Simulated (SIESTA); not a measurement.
Runs of SIESTA 5.4.2 on BN. The structure is cubic, space group F-43m (No. 216). The conventional cell has a = 3.626 Å, b = 3.626 Å, c = 3.626 Å, α = 90.00°, β = 90.00°, γ = 90.00°. N (site symmetry -43m) is surrounded by 4 B at 1.57 Å. Around B (site symmetry -43m) lie 4 N at 1.57 Å. The cell is a database's computed one.

```csv
task,level,potentials or basis,cell,k mesh,force tolerance,optimiser,polarization grid,displacement,stress tolerance (GPa),grid cutoff,energy shift,gap on the mesh (eV),pressure (GPa),V0 of scaled cells (Å³/atom),relaxed volume (Å³/atom),B0 (GPa)
band structure,LDA,"PseudoDojo 0.4 standard (LDA files), DZP (energy shift 0.003 Ry)",as given,13 × 13 × 13,-,-,-,-,-,800 Ry,0.003 Ry,4.51,-10.9,-,-,-
relaxation of cell and atoms,PBE,"PseudoDojo 0.4 standard (PBE files), SZ (energy shift 0.01 Ry)",relaxed,13 × 13 × 13,0.02 eV/Å,-,-,-,-,800 Ry,0.01 Ry,6.34,0.0,-,6.32,-
equation of state,PBEsol,"PseudoDojo 0.4 standard (PBEsol files), DZP (energy shift 0.003 Ry)",as given,13 × 13 × 13,-,-,-,-,-,800 Ry,0.003 Ry,-,-,5.92,-,391
single point,PBE,"PseudoDojo 0.4 standard (PBE files), DZP (energy shift 0.002 Ry)",as given,13 × 13 × 13,-,-,-,-,-,800 Ry,0.002 Ry,4.65,3.4,-,-,-
relaxation of the atoms,LDA-PZ,"PseudoDojo 0.5 standard (PBE files), SZ (energy shift 0.002 Ry)",atoms relaxed,13 × 13 × 13,0.01 eV/Å,FIRE,-,-,-,800 Ry,0.002 Ry,6.78,13.2,-,-,-
Berry-phase polarisation,vdW-DF,"PseudoDojo 0.4 standard (PBE files), TZ (energy shift 0.01 Ry)",as given,13 × 13 × 13,-,-,28 × 7 × 7,-,-,800 Ry,0.01 Ry,5.19,10.5,-,-,-
equation of state,LDA,"PseudoDojo 0.4 standard (LDA files), DZP (energy shift 0.003 Ry)",as given,13 × 13 × 13,-,-,-,-,-,800 Ry,0.003 Ry,-,-,5.79,-,406
relaxation of cell and atoms,PBE,"PseudoDojo 0.4 standard (PBE files), DZP (energy shift 0.002 Ry)",relaxed,10 × 10 × 10,0.01 eV/Å,Broyden,-,-,0.05,1200 Ry,0.002 Ry,(a),0.0,-,6.01,-
single point,PBEsol,"PseudoDojo 0.4 standard (PBEsol files), DZP (energy shift 0.003 Ry)",as given,13 × 13 × 13,-,-,-,-,-,800 Ry,0.003 Ry,4.45,-2.4,-,-,-
equation of state,PBE,"PseudoDojo 0.4 standard (PBE files), DZP (energy shift 0.002 Ry)",as given,13 × 13 × 13,-,-,-,-,-,800 Ry,0.002 Ry,-,-,6.01,-,375
equation of state,BLYP,"PseudoDojo 0.4 standard (PBE files), DZP (energy shift 0.002 Ry)",as given,13 × 13 × 13,-,-,-,-,-,800 Ry,0.002 Ry,-,-,6.19,-,(b)
```

Alike in all rows: no spin polarisation; smearing fermi-dirac 0.05 eV.

Q: Fill in the values left out.

A: (a) 4.56; (b) 360.

Caveats: the basis of atomic orbitals isn't converged, which shifts pressures, moduli and gaps; an odd mesh through Γ misses points on the zone boundary, where band edges often lie (some runs); the basis has no polarisation orbitals (some runs); the potentials were made for another functional, which shifts forces and pressure (some runs).

Not every run made on this cell is shown here.
